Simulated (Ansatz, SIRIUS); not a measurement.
This is a calculation of Ti for SIRIUS 7.12.0. The given cell was strained at random by a few per cent at fixed volume. This isn't the form of Ti at room conditions, which is hcp.

sirius.json

```json
{
  "control": {
    "processing_unit": "cpu",
    "verbosity": 2,
    "num_bands_to_print": 13,
    "print_forces": true,
    "print_stress": true
  },
  "parameters": {
    "electronic_structure_method": "pseudopotential",
    "xc_functionals": ["XC_GGA_X_PBE_SOL", "XC_GGA_C_PBE_SOL"],
    "gk_cutoff": 9.2,
    "pw_cutoff": 18.4,
    "ngridk": [11, 11, 11],
    "shiftk": [0, 0, 0],
    "smearing": "fermi_dirac",
    "smearing_width": 0.0018374661,
    "num_bands": 13,
    "num_mag_dims": 0,
    "num_dft_iter": 100,
    "energy_tol": 1e-08,
    "density_tol": 1e-06
  },
  "iterative_solver": {
    "type": "davidson",
    "min_tolerance": 1e-10
  },
  "mixer": {
    "type": "anderson",
    "beta": 0.7,
    "max_history": 8
  },
  "settings": {
    "tol_ne": 1e-10,
    "pseudo_grid_cutoff": 6.5
  },
  "unit_cell": {
    "lattice_vectors": [
      [-3.146660448885, 3.139606101262, 3.021885612329],
      [3.175474992834, -3.222117213042, 3.133211268057],
      [3.032135486829, 3.107592250985, -3.104396724108]
    ],
    "atom_coordinate_units": "lattice",
    "atom_types": ["Ti"],
    "atom_files": {
      "Ti": "Ti.json"
    },
    "atoms": {
      "Ti": [
        [-0.007204, 0.007116, 0.006824]
      ]
    }
  }
}
```

Potentials or basis: PseudoDojo 0.4.1 PBEsol standard (scalar relativistic).

The run is started by

```sh
$ upf_to_json Ti.upf
$ OMP_NUM_THREADS=1 sirius.scf --input=sirius.json --output=out.json --task=0
```

Task: Set up the same calculation for Ansatz 0.2.0. Potentials or basis there: Ansatz PAW, cutoff 420 eV.

Result: As run (cutoffs and basis follow the program's own potentials, and thresholds, step limits or extra output files can differ):

File input.yaml:

```yaml
crystal:
  lattice:
    - [-1.665141, 1.661408, 1.599113]
    - [1.680389, -1.705071, 1.658024]
    - [1.604537, 1.644467, -1.642776]
  atoms:
    - { symbol: Ti, position: [-0.007204, 0.007116, 0.006824] }
hamiltonian:
  xc: pbesol
  pseudopotentials: { kind: paw }
kpoints:
  mp_grid: { grid: [11, 11, 11] }
scf:
  occupations: { method: fermi_dirac, width: 0.05 }
output:
  forces: true
  stress: true
  eigenvalues: true
  write_density: true
  write_potential: true
  elf: true
  volumetric_format: npy
```

Potentials or basis: Ansatz PAW.

Run with:

```bash
$ ansatz run input.yaml --threads 1 --pin off --max-ram 3584MiB --backend cpu --events-out ev --progress --plain --runs-dir out
```

Both were run:

|  | SIRIUS | Ansatz |
| --- | --- | --- |
| Pressure | -6.7 GPa | -6.7 GPa |
| Energy over the undisturbed cell | 2.4 meV/atom | 2.4 meV/atom |

Ansatz's pressure holds a Pulay term of +0.01 GPa for its cutoff of 420 eV, which the other run lacks.

Ansatz's potentials were made for PBE.

Where Ansatz's input types no cutoff or centring, it takes its own default and a Γ-centred mesh.

Pressure is positive in compression.
